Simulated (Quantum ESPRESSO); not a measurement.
# HgSe: equation of state with LDA

**Measured values to compare with.**

“The pseudo-binary mercury chalcogenide alloy HgSe0.7S0.3 at high pressure: a mechanism of the zinc blende/cinnabar reconstructive phase transition”, 2002, arxiv:cond-mat/0209548 quotes, for a bulk crystal of HgSe: bulk modulus 51.6 ± 0.2 GPa.

Crystal: HgSe.

```
Hg Se
1.0
     0.00000    3.03900    3.03900
     3.03900    0.00000    3.03900
     3.03900    3.03900    0.00000
Hg Se
1 1
Direct
  0.00000 0.00000 0.00000
  0.75000 0.75000 0.75000
```

```
Program             : Quantum ESPRESSO 7.5
Task                : equation of state
Functional          : LDA
Potentials or basis : PseudoDojo 0.4.1 SR LDA standard
Cutoff              : 1170 eV
Density cutoff      : 4680 eV
k mesh              : 8 × 8 × 8
Occupations         : fermi-dirac, width 0.05 eV
Spin                : no spin polarisation
```

- Equilibrium volume: 27.83 Å³/atom
- Bulk modulus: 58 GPa
- Pressure derivative of the bulk modulus: 5.0

Energy against volume, from the lowest point:
```
volume (Å³/atom)  energy (meV/atom)
          26.383              14.80
          26.944               5.08
          27.505               0.33
          28.067               0.00
          28.628               3.57
          29.189              10.60
          29.751              20.70
```

All runs of the series together: 7.4 min on 1 thread of Arm Neoverse V1 (shared host).

Measured bulk modulus of HgSe: 51.6 GPa (quoted in “The pseudo-binary mercury chalcogenide alloy HgSe0.7S0.3 at high pressure: a mechanism of the zinc blende/cinnabar reconstructive phase transition”, 2002, arxiv:cond-mat/0209548). This calculation gives 58 GPa (+12.6 %). The fit is for a static lattice scaled at fixed shape and fixed fractional positions.

Spin-orbit coupling is left out, which matters for the levels of Hg. LDA usually gives volumes a few per cent too small.
